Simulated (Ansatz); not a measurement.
# A thicker film of BaHfO3 (001), BaO faces from four thinner ones

In a field along its normal an insulating film takes a dipole p. Written as a length, p/(ε₀AE), it should grow by 1 − 1/ε for each ångström added.

**Method.** Ansatz 0.2.0, plane waves with PAW datasets (its set soft_2), PBEsol; perovskite films relaxed at a bulk in-plane lattice constant near the measured one, then held in weak fields of both signs with a dipole correction (A is the cell's area, E the outer field).

```tsv
run	distance between the outer atoms (Å)	p/(ε₀AE) (Å)
2 units	8.294	8.933
3 units	12.448	12.183
4 units	16.601	15.458
5 units	20.753	18.738
6 units	24.903	?
```

**Question.** What value belongs in the row marked “?”, and how far can the other rows tell?

A least-squares line through the 4 rows shown has slope 0.7871 and intercept 2.3962; no row lies more than 0.011 Å off it. That slope means ε = 1/(1 − 0.7871) = 4.70. At 24.903 it gives 0.7871 × 24.903 + 2.3962 = 21.997 Å, beyond the rows fitted. Rounding and scatter of the rows alone allow about ±0.018 Å there.

The run itself gives 22.018 Å: a miss of +0.021 Å, or 0.1 % of the value. The length is met to within 1 %, though ε is more sensitive than the length: the two thickest films give ε = 4.77.

**Limits.** This is the electronic response alone. A unit is one step of the cut along the normal (a plane, a pair of planes or a cell), and the layers relax along it, away from their bulk spacing where the functional's lattice constant differs from the one held.

[Logs are printed without paths, hosts, clocks, repeated set-up lines and the standing remarks that a program may print on its own settings, such as how far it seeks lower states.]
